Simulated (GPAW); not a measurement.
Wanted: an ASE script for a GPAW 26.7.0 run.

- Task: single point
- Functional: TB-mBJ
- Potentials or basis: GPAW PAW data sets for LDA (gpaw-data 1.2.1)
- Cutoff: 800 eV
- Basis: pw
- k mesh: 9 × 9 × 9
- Occupations: fermi-dirac, width 0.05 eV
- Spin: no spin polarisation
- Maxiter: 150

The structure of BN lies in BN.cif:

```cif
data_BN
_cell_length_a 2.50224357
_cell_length_b 2.50224357
_cell_length_c 10.11880321
_cell_angle_alpha 90.00000000
_cell_angle_beta 90.00000000
_cell_angle_gamma 120.00000000
_space_group_name_H-M_alt 'R3m'
_space_group_name_Hall 'R 3 -2"'
_space_group_IT_number 160
loop_
_space_group_symop_operation_xyz
'x,y,z'
'-y,x-y,z'
'-x+y,-x,z'
'-y,-x,z'
'-x+y,y,z'
'x,x-y,z'
'x+2/3,y+1/3,z+1/3'
'-y+2/3,x-y+1/3,z+1/3'
'-x+y+2/3,-x+1/3,z+1/3'
'-y+2/3,-x+1/3,z+1/3'
'-x+y+2/3,y+1/3,z+1/3'
'x+2/3,x-y+1/3,z+1/3'
'x+1/3,y+2/3,z+2/3'
'-y+1/3,x-y+2/3,z+2/3'
'-x+y+1/3,-x+2/3,z+2/3'
'-y+1/3,-x+2/3,z+2/3'
'-x+y+1/3,y+2/3,z+2/3'
'x+1/3,x-y+2/3,z+2/3'
loop_
_atom_site_label
_atom_site_type_symbol
_atom_site_symmetry_multiplicity
_atom_site_Wyckoff_symbol
_atom_site_fract_x
_atom_site_fract_y
_atom_site_fract_z
_atom_site_occupancy
N1 N 3 a 0.6666666667 0.3333333333 0.0005715333 1
B1 B 3 a 0.0000000000 0.0000000000 0.0003288000 1
```

The cell is a database's computed one.

These files were run (other wordings do the same):

run.py

```python
import spglib
from ase import Atoms
from ase.dft.bandgap import bandgap
from ase.io import read, write
from gpaw import GPAW, PW

atoms = read('BN.cif')
cell, positions, numbers = spglib.find_primitive(
    (atoms.cell[:], atoms.get_scaled_positions(), atoms.numbers), symprec=1e-4)
atoms = Atoms(numbers, cell=cell, scaled_positions=positions, pbc=True)

calc = GPAW(mode=PW(800),
            xc='TB09',
            kpts={'size': (9, 9, 9), 'gamma': True},
            occupations={'name': 'fermi-dirac', 'width': 0.05},
            nbands=11,
            convergence={'density': 1e-05, 'energy': 1e-05},
            eigensolver='cg',
            maxiter=150,
            txt='gpaw.txt')
atoms.calc = calc
energy = atoms.get_potential_energy()
calc.write('gs.gpw')
write('result.traj', atoms)
print('Fermi level:', round(calc.get_fermi_level(), 4), 'eV')
print(f'Gap: {bandgap(calc)[0]:.4f} eV, direct: {bandgap(calc, direct=True)[0]:.4f} eV')
```

Potentials or basis: GPAW PAW data sets for LDA (gpaw-data 1.2.1), pw.

Run with:

```console
$ OMP_NUM_THREADS=1 python run.py
```

Results of the run:

```
Band gap on the k mesh : 5.94 eV, indirect (least direct gap 6.43 eV)
```

Caveat: a model potential gives levels but no total energy; an odd mesh through Γ misses points on the zone boundary, where band edges often lie.

Wall time 86 s on 1 thread of Arm Neoverse V2 (shared host), peak memory 0.21 GiB.
